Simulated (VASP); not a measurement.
These are G0W0 on PBE orbitals, VASP's PBE PAW potentials (set 64) (plane waves; VASP 6.6.1) values and carry that method's errors.

Input for VASP

INCAR:
```
LWAVE = F
NBANDSGW = 21
ISMEAR = 0
PREC = Normal
NELMGW = 1
NBANDS = 100
SIGMA = 0.01
LASPH = T   # aspherical one-centre terms
ENCUT = 500
NOMEGA = 64
LREAL = F   # projection in real space or not
ALGO = EVGW0
ENCUTGW = 150
LSPECTRALGW = T
LCHARG = F
SYSTEM = ZnTe
GGA = PE   # PBE
```

File POSCAR:
```
ZnTe
1.0
  0.0000000000   3.0500000000   3.0500000000
  3.0500000000   0.0000000000   3.0500000000
  3.0500000000   3.0500000000   0.0000000000
Zn Te
1 1
Cartesian
  0.0000000000   0.0000000000   0.0000000000
  1.5250000000   1.5250000000   1.5250000000
```

**KPOINTS**
```
kpoints
0
gamma
  4 4 4
```

POTCAR, in this order: Zn_sv_GW Te_GW (PBE.64 set). Program: vasp_std. Read from the step before: WAVECAR, WAVEDER.

The run wrote:

File OSZICAR:
```
energies w=
    0.000    0.000    1.321    0.000    2.639    0.000    3.952    0.000
    5.258    0.000    6.553    0.000    7.836    0.000    9.106    0.000
   10.361    0.000   11.600    0.000   12.823    0.000   14.031    0.000
   15.222    0.000   16.398    0.000   17.559    0.000   18.707    0.000
   19.843    0.000   20.967    0.000   22.082    0.000   23.189    0.000
   24.290    0.000   25.387    0.000   26.482    0.000   27.577    0.000
   28.675    0.000   29.777    0.000   30.887    0.000   32.007    0.000
   33.140    0.000   34.289    0.000   35.457    0.000   36.647    0.000
   37.864    0.000   39.112    0.000   40.395    0.000   41.717    0.000
   43.085    0.000   44.506    0.000   45.984    0.000   47.529    0.000
   49.149    0.000   50.854    0.000   52.656    0.000   54.567    0.000
   56.604    0.000   58.783    0.000   61.127    0.000   63.660    0.000
   66.411    0.000   69.417    0.000   72.721    0.000   76.376    0.000
   80.448    0.000   85.020    0.000   90.196    0.000   96.112    0.000
  102.944    0.000  110.929    0.000  120.390    0.000  131.780    0.000
  145.753    0.000  163.294    0.000  185.954    0.000  216.321    0.000
NQ=   1    0.0000    0.0000    0.0000,
 performed        178000 updates of chi_q(r,r)
NQ=   2    0.2500    0.0000    0.0000,
 performed        473000 updates of chi_q(r,r)
NQ=   3    0.5000    0.0000    0.0000,
 performed        735000 updates of chi_q(r,r)
NQ=   4    0.2500    0.2500    0.0000,
 performed       1030000 updates of chi_q(r,r)
NQ=   5    0.5000    0.2500    0.0000,
 performed       1418000 updates of chi_q(r,r)
NQ=   6   -0.2500    0.2500    0.0000,
 performed       1772000 updates of chi_q(r,r)
NQ=   7    0.5000    0.5000    0.0000,
 performed       2009000 updates of chi_q(r,r)
NQ=   8   -0.2500    0.5000    0.2500,
 performed       2296000 updates of chi_q(r,r)
 resolving degeneracies of screened two electron integrals
```

OUTCAR:
```


 k-point   1 :       0.0000    0.0000    0.0000
  band No.  KS-energies  QP-energies   sigma(KS)   V_xc(KS)     V^pw_x(r,r')   Z            occupation Imag(sigma)

      1    -121.7276    -133.2763     -55.6274     -38.6750     -68.8801       0.6812       2.0000       2.7199
      2     -75.9136     -85.4400     -50.1688     -37.6077     -61.3187       0.7584       2.0000       3.2813
      3     -75.9136     -85.4400     -50.1688     -37.6077     -61.3187       0.7584       2.0000       3.2813
      4     -75.9136     -85.4400     -50.1688     -37.6077     -61.3187       0.7584       2.0000       3.2813
      5      -7.7751      -8.8005     -12.4013     -11.0304     -17.5706       0.7480       2.0000       1.8313
      6      -2.9137      -4.6435     -32.5339     -30.0495     -41.3631       0.6962       2.0000       1.0653
      7      -2.9137      -4.6435     -32.5339     -30.0495     -41.3631       0.6962       2.0000       1.0653
      8      -2.9137      -4.6435     -32.5339     -30.0495     -41.3631       0.6962       2.0000       1.0653
      9      -2.6828      -4.4615     -33.7504     -31.2152     -42.7635       0.7016       2.0000       1.0294
     10      -2.6828      -4.4615     -33.7504     -31.2152     -42.7635       0.7016       2.0000       1.0294
     11       4.0147       3.3790     -13.6841     -12.8792     -15.1955       0.7898       2.0000       0.3449
     12       4.0147       3.3790     -13.6841     -12.8792     -15.1955       0.7898       2.0000       0.3449
     13       4.0147       3.3790     -13.6841     -12.8792     -15.1955       0.7898       2.0000       0.3449
     14       5.2491       6.0386     -10.1542     -11.1396      -6.7462       0.8011       0.0000      -0.3772
     15       8.3949       8.9056      -9.2440      -9.8837      -5.5281       0.7985       0.0000      -0.4912
     16       8.3949       8.9056      -9.2440      -9.8837      -5.5281       0.7985       0.0000      -0.4912
     17       8.3949       8.9056      -9.2440      -9.8837      -5.5281       0.7985       0.0000      -0.4912
     18      11.3121      11.7746      -7.5085      -8.0828      -3.0193       0.8053       0.0000      -0.7144
     19      13.7039      14.3114      -9.3631     -10.1215      -5.0767       0.8010       0.0000      -0.7438
     20      13.7039      14.3114      -9.3631     -10.1215      -5.0767       0.8010       0.0000      -0.7438
     21      14.6025      14.9764      -7.0921      -7.5536      -2.3766       0.8103       0.0000      -0.9304

 k-point   2 :       0.2500    0.0000    0.0000
  band No.  KS-energies  QP-energies   sigma(KS)   V_xc(KS)     V^pw_x(r,r')   Z            occupation Imag(sigma)

      1    -121.7276    -133.2428     -55.6274     -38.6750     -68.8801       0.6793       2.0000       2.7197
      2     -75.9135     -85.4857     -50.1684     -37.6078     -61.3185       0.7621       2.0000       3.2810
      3     -75.9135     -85.4857     -50.1684     -37.6078     -61.3185       0.7621       2.0000       3.2810
      4     -75.9135     -85.4857     -50.1684     -37.6078     -61.3185       0.7621       2.0000       3.2810
      5      -7.3853      -8.3770     -12.6423     -11.3185     -17.7167       0.7491       2.0000       1.7494
      6      -2.8823      -4.6182     -32.6891     -30.1999     -41.5424       0.6974       2.0000       1.0621
      7      -2.8823      -4.6182     -32.6891     -30.1999     -41.5424       0.6974       2.0000       1.0621
      8      -2.8495      -4.5675     -31.9058     -29.4551     -40.5480       0.7010       2.0000       1.0599
      9      -2.6840      -4.4603     -33.7402     -31.2064     -42.7558       0.7010       2.0000       1.0309
     10      -2.6840      -4.4603     -33.7402     -31.2064     -42.7558       0.7010       2.0000       1.0309
     11       0.8953       0.1174     -13.3839     -12.3859     -15.6207       0.7794       2.0000       0.5472
     12       3.5042       2.8343     -13.2308     -12.3808     -14.7801       0.7880       2.0000       0.3677
     13       3.5042       2.8343     -13.2308     -12.3808     -14.7801       0.7880       2.0000       0.3677
     14       6.1163       6.7581      -9.8688     -10.6721      -6.4356       0.7989       0.0000      -0.4023
     15       9.0489       9.5831      -9.3399     -10.0101      -5.5075       0.7971       0.0000      -0.5313
     16       9.0489       9.5831      -9.3399     -10.0101      -5.5075       0.7971       0.0000      -0.5313
     17       9.9131      10.4758      -9.2279      -9.9310      -5.2471       0.8003       0.0000      -0.5880
     18      12.4814      12.8316      -7.0018      -7.4350      -2.5110       0.8083       0.0000      -0.7593
     19      12.6827      13.1566      -8.6001      -9.1899      -4.3875       0.8036       0.0000      -0.7058
     20      12.6827      13.1566      -8.6001      -9.1899      -4.3875       0.8036       0.0000      -0.7058
     21      15.1468      15.7789      -8.1610      -8.9457      -3.3345       0.8056       0.0000      -0.9543

 k-point   3 :       0.5000    0.0000    0.0000
  band No.  KS-energies  QP-energies   sigma(KS)   V_xc(KS)     V^pw_x(r,r')   Z            occupation Imag(sigma)

      1    -121.7276    -133.2196     -55.6275     -38.6750     -68.8803       0.6779       2.0000       2.7195
      2     -75.9137     -85.3931     -50.1678     -37.6077     -61.3181       0.7547       2.0000       3.2808
      3     -75.9137     -85.3931     -50.1678     -37.6077     -61.3181       0.7547       2.0000       3.2808
      4     -75.9137     -85.3931     -50.1678     -37.6077     -61.3181       0.7547       2.0000       3.2808
      5      -6.9019      -7.8481     -13.1675     -11.9038     -18.1708       0.7488       2.0000       1.6393
      6      -2.8587      -4.5969     -32.7976     -30.3042     -41.6651       0.6971       2.0000       1.0586
      7      -2.8587      -4.5969     -32.7976     -30.3042     -41.6651       0.6971       2.0000       1.0586
      8      -2.6765      -4.4543     -33.7987     -31.2653     -42.8320       0.7017       2.0000       1.0332
      9      -2.6765      -4.4543     -33.7987     -31.2653     -42.8320       0.7017       2.0000       1.0332
     10      -2.5331      -4.2749     -33.1930     -30.7221     -42.0492       0.7049       2.0000       1.0405
     11      -1.1667      -2.1288     -11.4458     -10.2083     -14.0616       0.7774       2.0000       0.7973
     12       3.1132       2.4085     -12.9373     -12.0428     -14.5582       0.7879       2.0000       0.3935
     13       3.1132       2.4085     -12.9373     -12.0428     -14.5582       0.7879       2.0000       0.3935
     14       5.7752       6.3672      -9.8606     -10.5990      -6.5286       0.8017       0.0000      -0.3871
     15       9.0593       9.5288      -9.1002      -9.6878      -5.3273       0.7989       0.0000      -0.5270
     16       9.0593       9.5288      -9.1002      -9.6878      -5.3273       0.7989       0.0000      -0.5270
     17      11.5364      11.7714      -6.9508      -7.2420      -2.6291       0.8070       0.0000      -0.7080
     18      13.5984      14.2588      -8.5508      -9.3726      -3.8268       0.8035       0.0000      -0.8945
     19      15.0227      15.7436      -8.5762      -9.4745      -3.7433       0.8025       0.0000      -0.9397
     20      15.0227      15.7436      -8.5762      -9.4745      -3.7433       0.8025       0.0000      -0.9397
     21      16.0483      17.0380      -9.3070     -10.5333      -4.2542       0.8071       0.0000      -1.0979

 k-point   4 :       0.2500    0.2500    0.0000
  band No.  KS-energies  QP-energies   sigma(KS)   V_xc(KS)     V^pw_x(r,r')   Z            occupation Imag(sigma)

      1    -121.7276    -133.2711     -55.6273     -38.6750     -68.8801       0.6809       2.0000       2.7196
      2     -75.9134     -85.5202     -50.1682     -37.6078     -61.3184       0.7649       2.0000       3.2809
      3     -75.9134     -85.5202     -50.1682     -37.6078     -61.3184       0.7649       2.0000       3.2809
      4     -75.9134     -85.5202     -50.1682     -37.6078     -61.3184       0.7649       2.0000       3.2809
      5      -7.2518      -8.2316     -12.7367     -11.4283     -17.7813       0.7489       2.0000       1.7214
      6      -2.8908      -4.5953     -31.4905     -29.0554     -40.0410       0.7000       2.0000       1.0618
      7      -2.8457      -4.5933     -32.8777     -30.3827     -41.7636       0.7005       2.0000       1.0596
      8      -2.8457      -4.5933     -32.8777     -30.3827     -41.7636       0.7005       2.0000       1.0596
      9      -2.6926      -4.4582     -33.5459     -31.0214     -42.5217       0.6994       2.0000       1.0335
     10      -2.6709      -4.4574     -33.8087     -31.2736     -42.8363       0.7047       2.0000       1.0300
     11       1.0039       0.2862     -14.0999     -13.1776     -16.3620       0.7782       2.0000       0.5321
     12       2.7090       1.9749     -12.6336     -11.7000     -14.2984       0.7863       2.0000       0.4123
     13       2.7090       1.9749     -12.6336     -11.7000     -14.2984       0.7863       2.0000       0.4123
     14       6.6653       7.1347      -9.5647     -10.1510      -6.1612       0.8006       0.0000      -0.4204
     15       7.6471       8.1178      -9.0020      -9.5889      -5.4232       0.8020       0.0000      -0.4642
     16      10.6890      11.3409      -9.7429     -10.5627      -5.5748       0.7952       0.0000      -0.6459
     17      10.6890      11.3409      -9.7429     -10.5627      -5.5748       0.7952       0.0000      -0.6459
     18      11.2132      11.6860      -8.5469      -9.1338      -4.5087       0.8056       0.0000      -0.6307
     19      14.4841      15.1361      -9.1231      -9.9361      -4.6499       0.8020       0.0000      -0.8131
     20      14.7373      15.4126      -8.3165      -9.1558      -3.4469       0.8046       0.0000      -0.9456
     21      16.4294      16.9410      -7.1951      -7.8249      -2.3970       0.8124       0.0000      -1.0013

 k-point   5 :       0.5000    0.2500    0.0000
  band No.  KS-energies  QP-energies   sigma(KS)   V_xc(KS)     V^pw_x(r,r')   Z            occupation Imag(sigma)

      1    -121.7277    -133.1212     -55.6276     -38.6750     -68.8803       0.6721       2.0000       2.7194
      2     -75.9137     -85.3769     -50.1676     -37.6077     -61.3180       0.7534       2.0000       3.2807
      3     -75.9137     -85.3769     -50.1676     -37.6077     -61.3180       0.7534       2.0000       3.2807
      4     -75.9137     -85.3769     -50.1676     -37.6077     -61.3180       0.7534       2.0000       3.2807
      5      -6.7587      -7.6964     -13.3274     -12.0771     -18.3158       0.7500       2.0000       1.6097
...
```
(Selected blocks of OUTCAR.)

The mesh is coarse and the basis finite, so the quasiparticle values are not converged. VASP warned that its frequency grid is unfit for quasiparticle energies.

The compound is ZnTe in the zinc blende structure. The cell was not relaxed at this level. The k-mesh is coarse (spacing up to 0.45 per Å, 2π included), so the numbers may not be converged in it.
